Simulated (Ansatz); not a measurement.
A calculation with Ansatz 0.2.0 of ZrN (native input, structure typed inline):

Contents of input.yaml:

```yaml
crystal:
  lattice:
    - [0.0, 2.3, 2.3]
    - [2.3, 0.0, 2.3]
    - [2.3, 2.3, 0.0]
  atoms:
    - { symbol: Zr, position: [0.5, 0.5, 0.5] }
    - { symbol: "N", position: [0.0, 0.0, 0.0] }
hamiltonian:
  xc: wpbeh
  pseudopotentials: { kind: paw }
kpoints:
  mp_grid: { grid: [6, 6, 6] }
scf:
  occupations: { method: methfessel_paxton, width: 0.1 }
  n_extra_bands: 6
output:
  forces: true
  stress: true
  eigenvalues: true
  dos: { projected: true, de: 0.05 }
```

Potentials or basis: Ansatz PAW.

Run with:

```bash
$ ansatz run input.yaml --threads 2 --pin off --max-ram 5120MiB --backend cpu --events-out ev --progress --plain --runs-dir out
```

Question: Write the same calculation in another form: ASE script, Cartesian positions.

Answer: As run:

run.py

```python
import json

import numpy as np

import ansatz as az

calculation = (
    az.Crystal.from_extxyz("ZrN.xyz")
    .calculation()
    .kpoints(6, 6, 6)
    .functional("wpbeh")
    .pseudopotentials(kind="paw")
    .scf(extra_bands=6)
    .occupations(method="methfessel_paxton", width=0.1)
    .density_of_states(energy_step=0.05, projected=True)
    .forces()
    .stress()
    .band_table(publish=True)
)
outcome = calculation.run(threads=2, events_out="events.jsonl")

report = outcome.report
for line in open("events.jsonl"):
    event = json.loads(line)
    if event["event"] == "scf_iter":
        d = event["data"]
        print(f"SCF {d['iter']:3d}  HF = {d['harris_foulkes_ev']:.6f} eV  dr2 = {d['dr2_ev']:.2e} eV")
    elif event["event"] in ("relax_step", "md_step"):
        d = event["data"]
        print(f"{event['event']} {d['step']:3d}  E = {d['lagrangian_ev']:.6f} eV")
np.set_printoptions(precision=5, suppress=True, linewidth=110)
print("converged:", report["converged"], "after", report["n_iterations"], "iterations")
print(f"free energy {report['free_energy_ev']:.6f} eV, Fermi level {report['fermi_energy_ev']:.4f} eV")
for key in ("band_edges_ev", "magnetization_mub", "site_moments_mub", "site_moments_nc_mub", "forces_ev_ang",
                "stress_gpa"):
    if report.get(key) is not None:
        print(key, np.array(report[key]), sep="\n")
```

ZrN.xyz

```xyz
2
Lattice="0.0000000000 2.3000000000 2.3000000000 2.3000000000 0.0000000000 2.3000000000 2.3000000000 2.3000000000 0.0000000000" Properties=species:S:1:pos:R:3 pbc="T T T"
Zr     2.3000000000      2.3000000000      2.3000000000
N      0.0000000000      0.0000000000      0.0000000000
```

Potentials or basis: Ansatz PAW.

Run with:

```bash
$ python run.py
```

Both were run:

|  | native input, structure typed inline | ASE script, Cartesian positions |
| --- | --- | --- |
| Pressure | -4.8 GPa | -4.8 GPa |
| Band gap on the k mesh | none (metal or under the smearing width) | none (metal or under the smearing width) |
| Density of states at the Fermi level | 0.66 states/eV per cell | 0.66 states/eV per cell |

Keys that steer only the numerical path or the files written may differ.

Caveat: the k mesh is coarse (spacing up to 0.39 Å⁻¹), so the values aren't converged; the pressure holds a Pulay correction of +0.3 GPa for the finite cutoff; the thresholds are loose for stress.
